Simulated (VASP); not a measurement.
# Nb (Fm-3m) in VASP: notebook, part 2 of 2

VASP 6.6.1. Earlier steps stand in the parts before.

## 3. Single point, revPBE

This run uses another cell than the first one, of 16.75 Å³/atom, 0.932 times its volume.

Contents of INCAR:

```
ALGO = Normal ; EDIFF = 1E-6
ENCUT = 520 ; GGA = RE
ISIF = 2 ; ISMEAR = -1
LASPH = True ; LCHARG = False
LREAL = False ; LWAVE = False
NBANDS = 12 ; NELM = 100
PREC = Accurate ; SIGMA = 0.1
```

Contents of KPOINTS:

```
k-points
0
Gamma
  14 14 14
```

Contents of POSCAR:

```
Nb
1.0
    0.0000000000      2.0307562094      2.0307562094
    2.0307562094      0.0000000000      2.0307562094
    2.0307562094      2.0307562094      0.0000000000
Nb
1
Direct
    0.0000000000      0.0000000000      0.0000000000
```

Potentials or basis: VASP PAW PBE potentials, release 64 (Nb_sv).

Started as:

```
$ cat potpaw_PBE.64/Nb_sv/POTCAR > POTCAR
$ mpirun -np 1 vasp_std > vasp.out
```

OUTCAR:

```text
EDIFF = 1E-6
   ENCUT = 520
   GGA = RE
   ISIF = 2
   ISMEAR = -1
   LASPH = True
   LREAL = False
   NELM = 100
   PREC = Accurate

 ion  position               nearest neighbor table
   1  0.000  0.000  0.000-

  LATTYP: Found a face centered cubic cell.
 ALAT       =     4.0615124188

  Lattice vectors:

 A1 = (   0.0000000000,   2.0307562094,   2.0307562094)
 A2 = (   2.0307562094,   0.0000000000,   2.0307562094)
 A3 = (   2.0307562094,   2.0307562094,   0.0000000000)

Analysis of symmetry for initial positions (statically):
=====================================================================
 Subroutine PRICEL returns:
 Original cell was already a primitive cell.

 Routine SETGRP: Setting up the symmetry group for a
 face centered cubic supercell.

 Subroutine GETGRP returns: Found 48 space group operations
 (whereof 48 operations were pure point group operations)
 out of a pool of 48 trial point group operations.

The static configuration has the point symmetry O_h .

Analysis of symmetry for dynamics (positions and initial velocities):
=====================================================================
 Subroutine PRICEL returns:
 Original cell was already a primitive cell.

 Routine SETGRP: Setting up the symmetry group for a
[... 159 lines left out ...]

 k-point     1 :       0.0000    0.0000    0.0000
  band No.  band energies     occupation
      1     -42.0254      2.00000
      2     -17.1597      2.00000
      3     -17.1597      2.00000
      4     -17.1597      2.00000
      5       6.2152      2.00000
      6      12.6932      0.96575
      7      12.6932      0.96575
      8      12.6932      0.96575
      9      15.7304      0.00000
     10      15.7304      0.00000
     11      24.5859      0.00000
     12      29.8971      0.00000
[... 331 lines left out ...]
 k-point    24 :       0.2857    0.1429    0.0000
  band No.  band energies     occupation
      1     -41.8460      2.00000
      2     -18.0261      2.00000
      3     -17.3870      2.00000
      4     -17.3708      2.00000
      5       8.6058      2.00000
      6      11.0208      2.00000
      7      12.8843      0.24279
      8      13.8338      0.00002
      9      15.2451      0.00000
     10      16.7055      0.00000
     11      26.8969      0.00000
     12      29.5063      0.00000

 [... further k-points ...]
[... 5 lines left out ...]
  --------------------------------------------------------------------------------------
  -------------------------------------------------------------------------------------
  Total        2.5802856      2.5802856      2.5802856      0.0000000     -0.0000000      0.0000000
  in kB      246.8169565    246.8169565    246.8169565      0.0000000     -0.0000000      0.0000000
  external PRESSURE =     246.8169565 kB  Pullay stress =       0.0000000 kB

 VOLUME and BASIS-vectors are now :
 -----------------------------------------------------------------------------
  energy-cutoff  :      520.00
  volume of cell :       16.75
      direct lattice vectors                 reciprocal lattice vectors
     0.000000000  2.030756209  2.030756209    -0.246213700  0.246213700  0.246213700
     2.030756209  0.000000000  2.030756209     0.246213700 -0.246213700  0.246213700
     2.030756209  2.030756209  0.000000000     0.246213700  0.246213700 -0.246213700

 POSITION                                       TOTAL-FORCE (eV/Angst)
 -----------------------------------------------------------------------------------
      0.00000      0.00000      0.00000         0.000000     -0.000000      0.000000
 -----------------------------------------------------------------------------------
    total drift:                               -0.000000     -0.000000      0.000000

  FREE ENERGIE OF THE ION-ELECTRON SYSTEM (eV)
  ---------------------------------------------------
  free  energy   TOTEN  =        -9.3627378280 eV

  energy  without entropy=       -9.3174698020  energy(sigma->0) =       -9.34010381
```

OSZICAR:

```text
N       E                     dE             d eps       ncg     rms          rms(c)
DAV:   1     0.119738548295E+03    0.11974E+03   -0.74717E+03  2512   0.110E+03
DAV:   2    -0.483562089853E+01   -0.12457E+03   -0.12013E+03  2660   0.391E+02
DAV:   3    -0.938155339685E+01   -0.45459E+01   -0.43113E+01  3624   0.660E+01
DAV:   4    -0.968398492929E+01   -0.30243E+00   -0.30000E+00  3412   0.150E+01
DAV:   5    -0.969543601808E+01   -0.11451E-01   -0.11443E-01  3688   0.246E+00    0.767E+00
DAV:   6    -0.938776459287E+01    0.30767E+00   -0.50658E-01  3952   0.934E+00    0.284E+00
DAV:   7    -0.935552420656E+01    0.32240E-01   -0.18064E-01  4064   0.561E+00    0.994E-01
DAV:   8    -0.936266062907E+01   -0.71364E-02   -0.14854E-02  2932   0.168E+00    0.433E-02
DAV:   9    -0.936272158171E+01   -0.60953E-04   -0.10832E-03  3824   0.278E-01    0.559E-02
DAV:  10    -0.936274668059E+01   -0.25099E-04   -0.43919E-05  3060   0.888E-02    0.266E-02
DAV:  11    -0.936273803558E+01    0.86450E-05   -0.12487E-05  3196   0.628E-02    0.623E-03
DAV:  12    -0.936273782796E+01    0.20762E-06   -0.49848E-07  1916   0.750E-03
   1 F= -.93627378E+01 E0= -.93401038E+01  d E =-.452680E-01
```

It took 35 s on 1 thread of AMD EPYC 7R43 (Zen 3), shared host; peak memory 0.11 GiB.

What came out:

| Property | Result |
| --- | --- |
| Free energy | -9.3627 eV |
| Pressure | 24.7 GPa |
| Band gap on the k mesh | none (metal or under the smearing width) |

Caveat: so large a pressure means that the cell lies far from this level's equilibrium, or that cutoff or potentials fall short; the potentials were made for another functional, which shifts forces and pressure.

## 4. Single point, revPBE

This run uses another cell than the first one, of 17.51 Å³/atom, 0.974 times its volume.

Contents of INCAR:

```
PREC = Accurate
ENCUT = 520
EDIFF = 1E-6
ISMEAR = -1
SIGMA = 0.1
LREAL = F
LASPH = T
NELM = 80
ALGO = Normal
ISIF = 2
LWAVE = F
LCHARG = F
GGA = RE
NBANDS = 12
```

Contents of KPOINTS:

```
regular mesh
0
Gamma
  14 14 14
```

Contents of POSCAR:

```
Nb
1.0
    0.0000000000      2.0610704728      2.0610704728
    2.0610704728      0.0000000000      2.0610704728
    2.0610704728      2.0610704728      0.0000000000
Nb
1
Direct
    0.0000000000      0.0000000000      0.0000000000
```

Potentials or basis: VASP PAW PBE potentials, release 64 (Nb_sv).

Started as:

```
$ cat potpaw_PBE.64/Nb_sv/POTCAR > POTCAR
$ mpirun -np 1 vasp_std > vasp.out
```

OUTCAR:

```text
PREC = Accurate
   ENCUT = 520
   EDIFF = 1E-6
   ISMEAR = -1
   LREAL = F
   LASPH = T
   NELM = 80
   ISIF = 2
   GGA = RE

 ion  position               nearest neighbor table
   1  0.000  0.000  0.000-

  LATTYP: Found a face centered cubic cell.
 ALAT       =     4.1221409456

  Lattice vectors:

 A1 = (   0.0000000000,   2.0610704728,   2.0610704728)
 A2 = (   2.0610704728,   0.0000000000,   2.0610704728)
 A3 = (   2.0610704728,   2.0610704728,   0.0000000000)

Analysis of symmetry for initial positions (statically):
=====================================================================
 Subroutine PRICEL returns:
 Original cell was already a primitive cell.

 Routine SETGRP: Setting up the symmetry group for a
 face centered cubic supercell.

 Subroutine GETGRP returns: Found 48 space group operations
 (whereof 48 operations were pure point group operations)
 out of a pool of 48 trial point group operations.

The static configuration has the point symmetry O_h .

Analysis of symmetry for dynamics (positions and initial velocities):
[... 162 lines left out ...]
 fundamental gap:      0.0173024999
 Fermi energy:        12.0217975553

 k-point     1 :       0.0000    0.0000    0.0000
  band No.  band energies     occupation
      1     -42.7203      2.00000
      2     -17.9660      2.00000
      3     -17.9660      2.00000
      4     -17.9660      2.00000
      5       5.6348      2.00000
      6      12.0699      0.76408
      7      12.0699      0.76407
      8      12.0699      0.76407
      9      14.9285      0.00000
     10      14.9285      0.00000
     11      23.8861      0.00000
     12      28.9917      0.00000
[... 331 lines left out ...]
 k-point    24 :       0.2857    0.1429    0.0000
  band No.  band energies     occupation
      1     -42.5698      2.00000
      2     -18.7191      2.00000
      3     -18.1645      2.00000
      4     -18.1502      2.00000
      5       7.9567      2.00000
      6      10.4723      2.00000
      7      12.2582      0.17198
      8      13.1442      0.00003
      9      14.4646      0.00000
     10      15.8485      0.00000
     11      25.9902      0.00000
     12      28.4262      0.00000

 [... further k-points ...]
[... 5 lines left out ...]
  --------------------------------------------------------------------------------------
  -------------------------------------------------------------------------------------
  Total        1.5991786      1.5991786      1.5991786      0.0000000     -0.0000000      0.0000000
  in kB      146.3184256    146.3184256    146.3184256      0.0000000     -0.0000000      0.0000000
  external PRESSURE =     146.3184256 kB  Pullay stress =       0.0000000 kB

 VOLUME and BASIS-vectors are now :
 -----------------------------------------------------------------------------
  energy-cutoff  :      520.00
  volume of cell :       17.51
      direct lattice vectors                 reciprocal lattice vectors
     0.000000000  2.061070473  2.061070473    -0.242592384  0.242592384  0.242592384
     2.061070473  0.000000000  2.061070473     0.242592384 -0.242592384  0.242592384
     2.061070473  2.061070473  0.000000000     0.242592384  0.242592384 -0.242592384

 POSITION                                       TOTAL-FORCE (eV/Angst)
 -----------------------------------------------------------------------------------
      0.00000      0.00000      0.00000        -0.000000     -0.000000     -0.000000
 -----------------------------------------------------------------------------------
    total drift:                               -0.000000      0.000000     -0.000000

  FREE ENERGIE OF THE ION-ELECTRON SYSTEM (eV)
  ---------------------------------------------------
  free  energy   TOTEN  =        -9.4558968635 eV

  energy  without entropy=       -9.4084567336  energy(sigma->0) =       -9.43217680
```

It took 35 s on 1 thread of AMD EPYC 7R43 (Zen 3), shared host; peak memory 0.12 GiB.

Results:

- Free energy: -9.4559 eV
- Pressure: 14.6 GPa
- Band gap on the k mesh: none (metal or under the smearing width)

Levels at points of the mesh, in eV from the Fermi level:
| k point | band 4 | band 5 | band 6 | band 7 | band 8 | band 9 |
| --- | --- | --- | --- | --- | --- | --- |
| (0.00, 0.00, 0.00) | -29.99 | -6.39 | 0.05 | 0.05 | 0.05 | 2.91 |
| (0.50, 0.00, 0.00) | -30.18 | -4.11 | -0.16 | -0.16 | 1.63 | 5.07 |
| (0.50, 0.50, 0.00) | -30.51 | -4.45 | -3.68 | 4.02 | 5.06 | 5.69 |

Caveat: the PAW data sets were made with another functional, which shifts forces and pressure a little.

## 5. Overview

| task | cell | k mesh | cutoff (eV) | gap on the mesh (eV) | pressure (GPa) |
| --- | --- | --- | --- | --- | --- |
| relaxation of cell and atoms | relaxed | 13 × 13 × 13 | 600 | none | 0.0 |
| single point | Fm-3m, 16.75 Å³/atom | 14 × 14 × 14 | 520 | none | 24.7 |
| single point | Fm-3m, 17.51 Å³/atom | 14 × 14 × 14 | 520 | none | 14.6 |

Alike in all rows: level revPBE; potentials or basis VASP PAW PBE potentials, release 64 (Nb_sv); no spin polarisation; smearing fermi-dirac 0.1 eV.

Caveats: the PAW data sets were made with another functional, which shifts forces and pressure a little (some runs); so large a pressure means that the cell lies far from this level's equilibrium, or that cutoff or potentials fall short (some runs); the potentials were made for another functional, which shifts forces and pressure (some runs).

Total energies depend on the potentials used, so only differences within one code and one set of settings carry meaning.
